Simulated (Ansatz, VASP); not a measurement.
## Two plane-wave programs on Au

```
CELL_PARAMETERS angstrom
0.00000 2.04550 2.04550
2.04550 0.00000 2.04550
2.04550 2.04550 0.00000
ATOMIC_POSITIONS crystal
Au 0.00000 0.00000 0.00000
```

Alike in both runs: task single point; functional PBEsol; k mesh 20 × 20 × 20; occupations gaussian, width 0.15 eV; no spin polarisation.

```csv
,VASP,Ansatz
version,VASP 6.6.1,Ansatz 0.2.0
potentials or method,"VASP PAW PBE potentials, release 64 (Au)","scalar-relativistic, plane waves, PAW"
plane-wave cutoff (eV),520,420
valence electrons in the cell,11,19
```

|  | VASP | Ansatz | Ansatz less VASP |
| --- | --- | --- | --- |
| gap on the k mesh at the Fermi level (eV) | none | none | - |
| pressure (GPa) | -1.2 | -1.0 | +0.26 |

A gap of «none» marks a metal or a gap that the smearing closes. The functional is the same, so the differences come from potentials, cutoffs and numerics. The two sets of potentials don't hold the same shells in valence.

Caveats: the PAW data sets were made with another functional, which shifts forces and pressure a little (VASP). Spin-orbit coupling is left out, which matters for the levels of Au.
